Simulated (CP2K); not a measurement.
The system is Zr.

```
Zr
1.0
     3.23200    0.00000    0.00000
    -1.61600    2.79899    0.00000
     0.00000    0.00000    5.14700
Zr
2
Cartesian
  1.6160 0.9330 3.8603
  0.0000 1.8660 1.2868
```

Base run:

* Program: CP2K 2026.2
* Functional: PBEsol
* Potentials or basis: POTENTIAL_UZH Zr GTH-PBE-q12; TZVP-MOLOPT-PBE-GTH basis
* Density cutoff: 6123 eV
* k mesh: 9 × 9 × 5
* Occupations: fermi-dirac, width 0.0259 eV
* Spin: no spin polarisation

Its results: band gap on the k mesh none (metal or under the smearing width); pressure -2.4 GPa.

Question: The run is repeated on the same cell with these changes: functional from PBEsol to PBE; occupations from fermi-dirac, width 0.0259 eV to fermi-dirac, width 0.1 eV. What comes out?

Answer: Band gap on the k mesh none (metal or under the smearing width); pressure 1.2 GPa.

Caveats: the basis of atomic orbitals isn't converged, which shifts pressures, moduli and gaps; the potentials were made for another functional, which shifts forces and pressure (some runs).

Not every run made on this cell is shown here.
